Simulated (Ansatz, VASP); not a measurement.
## CdS in VASP and in Ansatz

INCAR

```
SYSTEM = CdS
PREC = Accurate
ENCUT = 520
EDIFF = 1E-6
ISMEAR = 0
SIGMA = 0.01
LREAL = .FALSE.
LASPH = .TRUE.
NELM = 100
ALGO = Normal
ISIF = 2
LWAVE = .FALSE.
LCHARG = .TRUE.
GGA = PS
LELF = .TRUE.
LVHAR = .TRUE.
NBANDS = 16
```

Contents of KPOINTS:

```
Automatic mesh
0
G
  6 6 6
  0 0 0
```

File POSCAR:

```
CdS
1.0
    0.0000000000      2.7267765442      2.7267765442
    2.7267765442      0.0000000000      2.7267765442
    2.7267765442      2.7267765442      0.0000000000
Cd S
1 1
Direct
    0.0000000000      0.0000000000      0.0000000000
    0.5000000000      0.5000000000      0.5000000000
```

Input for Ansatz:

```yaml
crystal:
  lattice:
    - [0.0, 2.7267765442, 2.7267765442]
    - [2.7267765442, 0.0, 2.7267765442]
    - [2.7267765442, 2.7267765442, 0.0]
  atoms:
    - { symbol: Cd, position: [0.0, 0.0, 0.0] }
    - { symbol: S, position: [0.5, 0.5, 0.5] }
kpoints:
  mp_grid: { grid: [6, 6, 6] }
hamiltonian:
  xc: pbesol
scf:
  occupations: { method: fixed }
  n_extra_bands: 4
output:
  forces: true
  stress: true
  eigenvalues: true
  write_density: true
  write_potential: true
  elf: true
  volumetric_format: npy
```

The cell was built by a generator and needn't be a form met in nature.

Alike in both runs: task single point; functional PBEsol; k mesh 6 × 6 × 6; no spin polarisation.

|  | VASP | Ansatz |
| --- | --- | --- |
| version | VASP 6.6.1 | Ansatz 0.2.0 |
| potentials or method | VASP PAW PBE potentials, release 64 (Cd, S) | plane waves, PAW |
| plane-wave cutoff (eV) | 520 | 420 |
| occupations | gaussian, width 0.01 eV | fixed |
| valence electrons in the cell | 18 | 26 |

```csv
,VASP,Ansatz,Ansatz less VASP
gap on the k mesh at the Fermi level (eV),0.12,0.13,+0.006
pressure (GPa),-1.9,-2.4,-0.48
```

The two sets of potentials don't hold the same shells in valence.

Caveats: the PAW data sets were made with another functional, which shifts forces and pressure a little (VASP).
